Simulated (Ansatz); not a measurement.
The system is Si2Mo.

```
Mo Si
1.0
     4.58547    0.00000    0.00000
    -2.29274    3.97113    0.00000
     0.00000    0.00000    6.57976
Mo Si
3 6
Direct
  0.50000 0.50000 0.83333
  0.00000 0.50000 0.16667
  0.50000 0.00000 0.50000
  0.16387 0.32775 0.50000
  0.67225 0.83613 0.16667
  0.83613 0.16387 0.83333
  0.83613 0.67225 0.50000
  0.32775 0.16387 0.16667
  0.16387 0.83613 0.83333
```

Measurements of this composition are mostly on another form, of space group No. 139.

| Quantity | Value |
| --- | --- |
| Program | Ansatz 0.2.0 |
| Task | relaxation of cell and atoms |
| Functional | revPBE |
| Dispersion | D3(BJ) |
| Potentials or basis | Ansatz PAW |
| Cutoff | 420 eV (not typed: the program's choice for these potentials) |
| k mesh | 7 × 7 × 4 |
| Occupations | fermi-dirac, width 0.05 eV |
| Spin | no spin polarisation |

At the start: volume 13.31 Å³/atom.

Question: How do energy, volume and symmetry change on relaxing?

Answer: It ends after 5 steps and the volume is 12.80 Å³/atom (-3.8 %); space group P6_222 (No. 180, to 0.05 Å).

Step by step:
| step | energy change (eV) | largest force (eV/Å) | volume (Å³) |
| --- | --- | --- | --- |
| 1 | 0.0000 | 0.0092 | 119.81 |
| 2 | -0.1154 | 0.0780 | 114.02 |
| 3 | -0.1255 | 0.0099 | 115.33 |
| 4 | -0.1256 | 0.0025 | 115.24 |
| 5 | -0.1245 | 0.0025 | 115.24 |

Final structure:
```cif
data_structure
_symmetry_space_group_name_H-M 'P 1'
_symmetry_Int_Tables_number 1
_cell_length_a 4.5234
_cell_length_b 4.5234
_cell_length_c 6.5035
_cell_angle_alpha 90.000
_cell_angle_beta 90.000
_cell_angle_gamma 120.000
_cell_volume 115.24
loop_
_atom_site_label
_atom_site_type_symbol
_atom_site_fract_x
_atom_site_fract_y
_atom_site_fract_z
_atom_site_occupancy
Mo1 Mo 0.50000 0.50000 0.83333 1
Mo2 Mo 0.00000 0.50000 0.16667 1
Mo3 Mo 0.50000 0.00000 0.50000 1
Si1 Si 0.16389 0.32778 0.50000 1
Si2 Si 0.67222 0.83611 0.16667 1
Si3 Si 0.83611 0.16389 0.83333 1
Si4 Si 0.83611 0.67222 0.50000 1
Si5 Si 0.32778 0.16389 0.16667 1
Si6 Si 0.16389 0.83611 0.83333 1
```

Caveat: the plane-wave basis is chosen anew once the cell has moved, so the energies of steps on either side of that aren't comparable; the PAW data sets come from PBE, with cores solved anew for the run's functional, which leaves a small shift of forces and pressure.
